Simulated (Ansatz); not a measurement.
Set up this calculation in Ansatz 0.2.0, as the native input.

```
Task                    : single point
Functional              : r2SCAN0 form with a typed share of exact exchange
Potentials or basis     : Ansatz PAW
Cutoff                  : 500 eV (not typed: the program's choice for these potentials)
k mesh                  : 5 × 5 × 5
Occupations             : fermi-dirac, width 0.05 eV
Spin                    : no spin polarisation
Share of exact exchange : 0
```

Crystal: MgS (Niningerite).

```
S Mg
1.0
     0.00000    2.60165    2.60165
     2.60165    0.00000    2.60165
     2.60165    2.60165    0.00000
S Mg
1 1
Direct
  0.50000 0.50000 0.50000
  0.00000 0.00000 0.00000
```

These files were run (other wordings do the same):

input.yaml

```yaml
crystal:
  lattice:
    - [0.0, 2.60165, 2.60165]
    - [2.60165, 0.0, 2.60165]
    - [2.60165, 2.60165, 0.0]
  atoms:
    - { symbol: S, position: [0.5, 0.5, 0.5] }
    - { symbol: Mg, position: [0.0, 0.0, 0.0] }
hamiltonian:
  xc: r2scan
  pseudopotentials: { kind: paw }
kpoints:
  mp_grid: { grid: [5, 5, 5] }
scf:
  occupations: { method: fermi_dirac, width: 0.05 }
output:
  forces: true
  stress: true
  eigenvalues: true
```

Potentials or basis: Ansatz PAW.

Launch:

```bash
$ ansatz run input.yaml --threads 2 --pin off --max-ram 5632MiB --backend cpu --events-out ev --progress --plain --runs-dir out
```

Results of the run:

The pressure is 0.1 GPa. The band gap on the k mesh is 3.87 eV, indirect (least direct gap 4.64 eV).

Caveat: odd divisions of the mesh miss points on the zone boundary, where band edges often lie, so the gap on the mesh can be too wide; the PAW data sets come from PBE, with cores solved anew for the run's functional, which leaves a small shift of forces and pressure.

It took 0.94 s on 2 threads of Intel(R) Xeon(R) Platinum 8488C (Sapphire Rapids), with other jobs on the host, peak memory 0.4 GiB.
